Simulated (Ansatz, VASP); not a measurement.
## Two plane-wave programs on Ag

```
Ag
1.0
    -1.65160    1.65160    1.65160
     1.65160   -1.65160    1.65160
     1.65160    1.65160   -1.65160
Ag
1
Direct
  0.00000 0.00000 0.00000
```

Alike in both runs: task single point; functional PBE; k mesh 18 × 18 × 18; occupations gaussian, width 0.05 eV; non-collinear spin, spin-orbit coupling.

```csv
,VASP,Ansatz
version,VASP 6.6.1,Ansatz 0.2.0
potentials or method,"VASP PAW PBE potentials, release 64 (Ag)","plane waves, PAW"
plane-wave cutoff (eV),520,420
valence electrons in the cell,11,19
```

|  | VASP | Ansatz | Ansatz less VASP |
| --- | --- | --- | --- |
| gap on the k mesh at the Fermi level (eV) | none | none | - |
| pressure (GPa) | -0.2 | -0.1 | +0.08 |
| net moment per atom (μB) | 0.00 | 0.00 | 0.000 |

A gap of «none» marks a metal or a gap that the smearing closes. With one functional, cell and mesh, what is left measures potentials, basis and numerics. The two sets of potentials don't hold the same shells in valence.
